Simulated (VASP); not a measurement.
# Bi: molecular dynamics with a thermostat

Bi, C2/m (no. 12), 16 atoms in the cell. PBE, molecular dynamics; PAW potentials Bi (PBE set).

Ensemble: Nose-Hoover; Target temperature (K): 1600.

## Input

INCAR:
```
  GGA = PE
  PREC = Normal
  ENCUT = 200
  EDIFF = 1E-6
  NELMIN = 4
  NELM = 60
  ALGO = Fast
  LREAL = Auto
  LASPH = True
  ISMEAR = -1
  SIGMA = 0.069
  ISYM = 0
  LWAVE = False
  LCHARG = False
  IBRION = 0
  NSW = 60
  POTIM = 4.0
  TEBEG = 1600
  ISIF = 2
  RANDOM_SEED = 730301 0 0
  MDALGO = 2
  SMASS = 0
  KPAR = 2
```

KPOINTS:
```
k-points
0
Monkhorst-Pack
  2 2 1
```

POSCAR:
```
Bi
1.0
    6.9771960000      0.0000000000      0.0000000000
    0.0000000000      6.2651560000      0.0000000000
   -5.0409400000      0.0000000000     12.4542000000
Bi
16
Direct
    0.2530610000      0.5000000000      0.2143455000
    0.2530610000      0.5000000000      0.4643455000
    0.2530610000      0.5000000000      0.7143455000
    0.2530610000      0.5000000000      0.9643455000
    0.7469390000      0.5000000000      0.0356545000
    0.7469390000      0.5000000000      0.2856545000
    0.7469390000      0.5000000000      0.5356545000
    0.7469390000      0.5000000000      0.7856545000
    0.7530610000      0.0000000000      0.2143455000
    0.7530610000      0.0000000000      0.4643455000
    0.7530610000      0.0000000000      0.7143455000
    0.7530610000      0.0000000000      0.9643455000
    0.2469390000      0.0000000000      0.0356545000
    0.2469390000      0.0000000000      0.2856545000
    0.2469390000      0.0000000000      0.5356545000
    0.2469390000      0.0000000000      0.7856545000
```

Commands:
```
cat potpaw_PBE.64/Bi/POTCAR > POTCAR
mpirun -np 2 vasp_std > vasp.out
```

## Result

- Mean temperature (K): 1579
- Rise of the mean potential energy above the start (meV/atom): 20.9
- Electronic steps per ionic step after the first: 5.8

Course of the run:

| Time (fs) | Temperature (K) | Potential energy less the first (meV/atom) |
|---|---|---|
| 4 | 1600 | 0.0 |
| 24 | 1583 | 2.1 |
| 40 | 1519 | 10.8 |
| 60 | 1392 | 33.0 |
| 76 | 1328 | 54.7 |
| 96 | 1456 | 71.7 |
| 112 | 1787 | 69.6 |
| 132 | 2266 | 51.3 |
| 148 | 2319 | 33.8 |
| 168 | 1881 | 15.7 |
| 184 | 1479 | 1.6 |
| 204 | 1177 | -16.6 |
| 220 | 1078 | -27.1 |
| 240 | 1092 | -32.2 |

REPORT:
```
MDALGO =   2
               SCALING =       0
                 CNEXP =     9.000   14.000
           RANDOM_SEED =            730301                0                0

   original number of atomic DOF:         45
   number of independent constraints:      0
   number of active DOF:                  45

========================================
         MD step No.       1
========================================

  Atomic velocities initialized by STEP_tb

  >Energies
                    E_tot             E_pot             E_kin               EPS                ES
   e_b>   -0.57718683E+02   -0.60821838E+02    0.31031546E+01    0.00000000E+00    0.00000000E+00

  >Temperature
               T_sim     T_inst
   tmprt>   1600.000   1600.462

  >Thermostat:
           s(n+1) sdot(n+1)      s(n)   sdot(n)        Qs
   s_b>   0.00000   0.00001   0.00000   0.00000   1.59484

           RANDOM_SEED =            730301               96                0

[... steps left out ...]

========================================
         MD step No.      60
========================================

  >Energies
                    E_tot             E_pot             E_kin               EPS                ES
   e_b>   -0.57720806E+02   -0.61337137E+02    0.21166473E+01    0.14036553E-01    0.14856471E+01

  >Temperature
               T_sim     T_inst
   tmprt>   1600.000   1091.668

  >Thermostat:
           s(n+1) sdot(n+1)      s(n)   sdot(n)        Qs
   s_b>   0.23005  -0.01132   0.23945  -0.00747   1.59484

           RANDOM_SEED =            730301               96                0
```

OSZICAR:
```
N       E                     dE             d eps       ncg     rms          rms(c)
DAV:   1     0.234728993881E+03    0.23473E+03   -0.15611E+04   196   0.594E+02
DAV:   2    -0.334282000526E+02   -0.26816E+03   -0.26141E+03   240   0.131E+02
DAV:   3    -0.596829949648E+02   -0.26255E+02   -0.25286E+02   247   0.446E+01
DAV:   4    -0.608737918420E+02   -0.11908E+01   -0.11859E+01   264   0.106E+01
DAV:   5    -0.608947630592E+02   -0.20971E-01   -0.20966E-01   264   0.144E+00    0.717E+00
RMM:   6    -0.608402555797E+02    0.54507E-01   -0.44279E-02   196   0.703E-01    0.427E+00
RMM:   7    -0.608183924932E+02    0.21863E-01   -0.13316E-01   202   0.118E+00    0.238E-01
RMM:   8    -0.608212559639E+02   -0.28635E-02   -0.26591E-02   221   0.539E-01    0.162E-01
RMM:   9    -0.608218830145E+02   -0.62705E-03   -0.54261E-03   256   0.213E-01    0.123E-01
RMM:  10    -0.608218102035E+02    0.72811E-04   -0.29123E-04   204   0.633E-02    0.335E-02
RMM:  11    -0.608218415620E+02   -0.31358E-04   -0.10581E-04   254   0.296E-02    0.857E-03
RMM:  12    -0.608218402199E+02    0.13421E-05   -0.13669E-05   208   0.101E-02    0.510E-03
[... left out ...]
     59 T=  1077. E= -.57720875E+02 F= -.61331567E+02 E0= -.61281456E+02  EK= 0.20880E+01 SP= 0.15E+01 SK= 0.31E-02
[... last step whole ...]
       N       E                     dE             d eps       ncg     rms          rms(c)
DAV:   1    -0.613369362057E+02   -0.53693E-02   -0.43240E-03   343   0.156E+00    0.115E-02
RMM:   2    -0.613370968119E+02   -0.16061E-03   -0.16708E-03   204   0.101E-01    0.338E-03
RMM:   3    -0.613371319180E+02   -0.35106E-04   -0.35059E-04   241   0.465E-02    0.216E-03
RMM:   4    -0.613371361017E+02   -0.41836E-05   -0.52134E-05   230   0.173E-02    0.200E-03
RMM:   5    -0.613371368399E+02   -0.73823E-06   -0.88465E-06   156   0.712E-03
     60 T=  1092. E= -.57720806E+02 F= -.61337137E+02 E0= -.61286213E+02  EK= 0.21166E+01 SP= 0.15E+01 SK= 0.14E-01
```

Limits: 240 fs of 16 atoms are too short for converged averages.

VASP 6.6.1 took 339 s on 2 cores (Intel Xeon Platinum 8559C (Emerald Rapids)), a shared host.
